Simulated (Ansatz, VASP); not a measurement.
# Al in VASP and in Ansatz

```xyz
1
Lattice="2.7610 0.0000 0.0000 -1.3805 2.3911 0.0000 0.0000 0.0000 2.7762" Properties=species:S:1:pos:R:3 pbc="T T T"
Al    0.0000    0.0000    0.0000
```

Alike in both runs: functional r2SCAN; k mesh 9 × 9 × 6; occupations gaussian, width 0.1 eV; no spin polarisation.

Ansatz relaxed the structure, and its values are those at the end. VASP's run is a single point on that final structure, the one shown.

|  | VASP | Ansatz |
| --- | --- | --- |
| version | VASP 6.6.1 | Ansatz 0.2.0 |
| potentials or method | VASP PAW PBE potentials, release 64 (Al) | scalar-relativistic, plane waves, PAW |
| plane-wave cutoff (eV) | 520 | 500 |
| valence electrons in the cell | 3 | 3 |

```csv
,VASP,Ansatz,Ansatz less VASP
gap on the k mesh at the Fermi level (eV),none,none,-
pressure (GPa),-0.2,0.0,+0.20
```

A gap of «none» marks a metal or a gap that the smearing closes.

Caveats: the k mesh is coarse (spacing up to 0.38 Å⁻¹), so the values aren't converged; the PAW data sets were made with another functional, which shifts forces and pressure a little (VASP).
